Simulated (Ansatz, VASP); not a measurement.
**InP: VASP beside Ansatz**

File INCAR:

```
SYSTEM = InP
PREC     = Accurate       ! precision mode
ENCUT    = 520            ! plane-wave cutoff, eV
EDIFF    = 1E-6           ! SCF threshold, eV
ISMEAR   = 0              ! smearing method
SIGMA    = 0.02           ! smearing width, eV
LREAL    = .False.        ! projectors in reciprocal space
LASPH    = .True.         ! aspherical terms in the spheres
NELM     = 100            ! most SCF steps
ALGO     = Normal         ! electronic algorithm
ISIF     = 2              ! what is computed and relaxed
LWAVE    = .False.        ! write WAVECAR
LCHARG   = .False.        ! write CHGCAR
GGA      = PE             ! functional
NBANDS   = 46             ! bands
```

File KPOINTS:

```
regular mesh
0
Gamma
  3 3 3
  0 0 0
```

Contents of POSCAR:

```
InP
1.0
    0.0000000000      0.0000000000     -5.9597880294
    0.0000000000     -5.9597880294      0.0000000000
   -5.9597880294      0.0000000000      0.0000000000
In P
4 4
Direct
    1.0000000000      1.0000000000      1.0000000000
    0.0000000000      0.5000000000      0.5000000000
    0.5000000000      0.0000000000      0.5000000000
    0.5000000000      0.5000000000      1.0000000000
    0.2500000000      0.2500000000      0.7500000000
    0.2500000000      0.7500000000      0.2500000000
    0.7500000000      0.2500000000      0.2500000000
    0.7500000000      0.7500000000      0.7500000000
```

Input for Ansatz:

```yaml
crystal:
  lattice:
    - [0.0, 0.0, -5.9597880294]
    - [0.0, -5.9597880294, 0.0]
    - [-5.9597880294, 0.0, 0.0]
  atoms:
    - { symbol: In, position: [1.0, 1.0, 1.0] }
    - { symbol: In, position: [0.0, 0.5, 0.5] }
    - { symbol: In, position: [0.5, 0.0, 0.5] }
    - { symbol: In, position: [0.5, 0.5, 1.0] }
    - { symbol: P, position: [0.25, 0.25, 0.75] }
    - { symbol: P, position: [0.25, 0.75, 0.25] }
    - { symbol: P, position: [0.75, 0.25, 0.25] }
    - { symbol: P, position: [0.75, 0.75, 0.75] }
basis:
  ecutwfc: 420
  xc_grid: 2
kpoints:
  mp_grid: { grid: [3, 3, 3], shift: [0.0, 0.0, 0.0] }
hamiltonian:
  xc: pbe
scf:
  occupations: { method: gaussian, width: 0.02 }
output:
  forces: true
  stress: true
  eigenvalues: true
```

Alike in both runs: task single point; functional PBE; k mesh 3 × 3 × 3; occupations gaussian, width 0.02 eV; no spin polarisation.

```csv
,VASP,Ansatz
version,VASP 6.6.1,Ansatz 0.2.0
potentials or method,"VASP PAW PBE potentials, release 64 (In_d, P)","scalar-relativistic, plane waves, PAW"
plane-wave cutoff (eV),520,420
valence electrons in the cell,72,72
```

VASP gave:

| Item | Value |
| --- | --- |
| gap on the k mesh at the Fermi level (eV) | 0.43 |
| least direct gap on the mesh (eV) | 0.43 |
| pressure (GPa) | -0.1 |

**Question.** Estimate Ansatz's values.

**Answer.** gap on the k mesh at the Fermi level (eV): 0.44; least direct gap on the mesh (eV): 0.44; pressure (GPa): -0.1.

The functional is the same, so the differences come from potentials, cutoffs and numerics.

Caveats: spin-orbit coupling is left out, which moves the levels of the heavy elements.
